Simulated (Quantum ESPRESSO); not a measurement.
Input of a Quantum ESPRESSO 7.5 run:

File pw.in:

```
&CONTROL
  calculation = 'scf'
  prefix = 'pwscf'
  outdir = './tmp'
  pseudo_dir = './pseudo'
  tprnfor = .true.
  tstress = .true.
  disk_io = 'low'
/
&SYSTEM
  ibrav = 0
  nat = 1
  ntyp = 1
  ecutwfc = 75
  nbnd = 21
  input_dft = 'revpbe'
  occupations = 'smearing'
  smearing = 'fd'
  degauss = 0.00367493
/
&ELECTRONS
  conv_thr = 2d-10
  electron_maxstep = 120
  mixing_beta = 0.5
/
ATOMIC_SPECIES
W    183.8400 W_ONCV_PBE-1.2.upf
CELL_PARAMETERS angstrom
  -1.5823450000    1.5823450000    1.5823450000
   1.5823450000   -1.5823450000    1.5823450000
   1.5823450000    1.5823450000   -1.5823450000
ATOMIC_POSITIONS angstrom
W      0.0000000000    0.0000000000    0.0000000000
K_POINTS automatic
12 12 12 0 0 0
```

bands.in

```
&CONTROL
  calculation = 'bands'
  prefix = 'pwscf'
  outdir = './tmp'
  pseudo_dir = './pseudo'
  disk_io = 'low'
  verbosity = 'high'
/
&SYSTEM
  ibrav = 0
  nat = 1
  ntyp = 1
  ecutwfc = 75
  nbnd = 21
  input_dft = 'revpbe'
  occupations = 'smearing'
  smearing = 'fd'
  degauss = 0.00367493
/
&ELECTRONS
  conv_thr = 1d-08
  electron_maxstep = 120
  mixing_beta = 0.5
  diago_full_acc = .true.
  startingwfc = 'random'
/
ATOMIC_SPECIES
W    183.8400 W_ONCV_PBE-1.2.upf
CELL_PARAMETERS angstrom
  -1.5823450000    1.5823450000    1.5823450000
   1.5823450000   -1.5823450000    1.5823450000
   1.5823450000    1.5823450000   -1.5823450000
ATOMIC_POSITIONS angstrom
W      0.0000000000    0.0000000000    0.0000000000
K_POINTS crystal
60
 0.0000000000  0.0000000000  0.0000000000 1
 0.0416666667 -0.0416666667  0.0416666667 1
 0.0833333333 -0.0833333333  0.0833333333 1
 0.1250000000 -0.1250000000  0.1250000000 1
 0.1666666667 -0.1666666667  0.1666666667 1
 0.2083333333 -0.2083333333  0.2083333333 1
 0.2500000000 -0.2500000000  0.2500000000 1
 0.2916666667 -0.2916666667  0.2916666667 1
 0.3333333333 -0.3333333333  0.3333333333 1
 0.3750000000 -0.3750000000  0.3750000000 1
 0.4166666667 -0.4166666667  0.4166666667 1
 0.4583333333 -0.4583333333  0.4583333333 1
 0.5000000000 -0.5000000000  0.5000000000 1
 0.4375000000 -0.4375000000  0.5000000000 1
 0.3750000000 -0.3750000000  0.5000000000 1
 0.3125000000 -0.3125000000  0.5000000000 1
 0.2500000000 -0.2500000000  0.5000000000 1
 0.1875000000 -0.1875000000  0.5000000000 1
 0.1250000000 -0.1250000000  0.5000000000 1
 0.0625000000 -0.0625000000  0.5000000000 1
 0.0000000000  0.0000000000  0.5000000000 1
 0.0000000000  0.0000000000  0.4444444444 1
 0.0000000000  0.0000000000  0.3888888889 1
 0.0000000000  0.0000000000  0.3333333333 1
 0.0000000000  0.0000000000  0.2777777778 1
 0.0000000000  0.0000000000  0.2222222222 1
 0.0000000000  0.0000000000  0.1666666667 1
 0.0000000000  0.0000000000  0.1111111111 1
 0.0000000000  0.0000000000  0.0555555556 1
 0.0000000000  0.0000000000  0.0000000000 1
 0.0227272727  0.0227272727  0.0227272727 1
 0.0454545455  0.0454545455  0.0454545455 1
 0.0681818182  0.0681818182  0.0681818182 1
 0.0909090909  0.0909090909  0.0909090909 1
 0.1136363636  0.1136363636  0.1136363636 1
 0.1363636364  0.1363636364  0.1363636364 1
 0.1590909091  0.1590909091  0.1590909091 1
 0.1818181818  0.1818181818  0.1818181818 1
 0.2045454545  0.2045454545  0.2045454545 1
 0.2272727273  0.2272727273  0.2272727273 1
 0.2500000000  0.2500000000  0.2500000000 1
 0.2708333333  0.1875000000  0.2708333333 1
 0.2916666667  0.1250000000  0.2916666667 1
 0.3125000000  0.0625000000  0.3125000000 1
 0.3333333333  0.0000000000  0.3333333333 1
 0.3541666667 -0.0625000000  0.3541666667 1
 0.3750000000 -0.1250000000  0.3750000000 1
 0.3958333333 -0.1875000000  0.3958333333 1
 0.4166666667 -0.2500000000  0.4166666667 1
 0.4375000000 -0.3125000000  0.4375000000 1
 0.4583333333 -0.3750000000  0.4583333333 1
 0.4791666667 -0.4375000000  0.4791666667 1
 0.5000000000 -0.5000000000  0.5000000000 1
 0.2500000000  0.2500000000  0.2500000000 1
 0.2083333333  0.2083333333  0.2916666667 1
 0.1666666667  0.1666666667  0.3333333333 1
 0.1250000000  0.1250000000  0.3750000000 1
 0.0833333333  0.0833333333  0.4166666667 1
 0.0416666667  0.0416666667  0.4583333333 1
 0.0000000000  0.0000000000  0.5000000000 1
```

Potentials or basis: SG15 PBE 1.2.

Run with:

```bash
$ OMP_NUM_THREADS=1 pw.x -in pw.in > pw.out
$ OMP_NUM_THREADS=1 pw.x -in bands.in > bands.out
```

(1) Predict the band gap on the k mesh.

(2) Estimate the pressure.

## Answers

(1) none (metal or under the smearing width).

(2) 13.0 GPa.

Caveat: the potentials were made for another functional, which shifts forces and pressure; spin-orbit coupling is left out, which moves the levels of the heavy elements.
